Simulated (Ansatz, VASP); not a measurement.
## One calculation of TaH, two programs

The input INCAR:

```
  PREC = Accurate
  ENCUT = 600
  EDIFF = 1E-6
  ISMEAR = 0
  SIGMA = 0.1
  LREAL = F
  LASPH = T
  NELM = 100
  ALGO = Normal
  ISIF = 3
  LWAVE = F
  LCHARG = F
  GGA = PE
  IBRION = 2
  NSW = 90
  EDIFFG = -0.04
```

KPOINTS

```
regular mesh
0
Gamma
  9 9 4
```

POSCAR

```
TaH
1.0
    2.6429424000      0.0000000000      0.0000000000
   -1.3214712000      2.2888552600      0.0000000000
    0.0000000000      0.0000000000      4.1414061800
Ta H
1 1
Direct
    0.0000000000      0.0000000000      0.5000000000
    0.0000000000      0.0000000000      0.0000000000
```

Input for Ansatz:

```yaml
crystal:
  lattice:
    - [2.6429424, 0.0, 0.0]
    - [-1.3214712, 2.28885526, 0.0]
    - [0.0, 0.0, 4.14140618]
  atoms:
    - { symbol: Ta, position: [0.0, 0.0, 0.5] }
    - { symbol: H, position: [0.0, 0.0, 0.0] }
basis:
  ecutwfc: 420
kpoints:
  mp_grid: { grid: [9, 9, 4] }
hamiltonian:
  xc: pbe
scf:
  occupations: { method: gaussian, width: 0.1 }
  lower_state_search: "off"
output:
  forces: true
  stress: true
  eigenvalues: true
relax:
  adjacent_minimum: "off"
  f_tol: 0.04
  max_steps: 70
  cell: { stress_tol: 0.4 }
```

Alike in both runs: task relaxation of cell and atoms; functional PBE; k mesh 9 × 9 × 4; occupations gaussian, width 0.1 eV; no spin polarisation.

```csv
,VASP,Ansatz
version,VASP 6.6.1,Ansatz 0.2.0
potentials or method,"VASP PAW PBE potentials, release 64 (Ta_pv, H)","scalar-relativistic, plane waves, PAW"
plane-wave cutoff (eV),600,420
valence electrons in the cell,12,14
```

VASP gave:

* gap on the k mesh at the Fermi level, each at its own relaxed structure (eV): none
* relaxed volume (Å³/atom): 13.12
* relaxed cell length with the largest relative difference (Å): 2.858
* energy change over the relaxation (meV/atom): -289

Task: Estimate Ansatz's values.

Result: gap on the k mesh at the Fermi level, each at its own relaxed structure (eV): none; relaxed volume (Å³/atom): 13.07; relaxed cell length with the largest relative difference (Å): 2.851; energy change over the relaxation (meV/atom): -289.

A gap of «none» marks a metal or a gap that the smearing closes. The two sets of potentials don't hold the same shells in valence.

Caveats: the k mesh is coarse (spacing up to 0.38 Å⁻¹), so the values aren't converged. Spin-orbit coupling is left out, which matters for the levels of Ta.
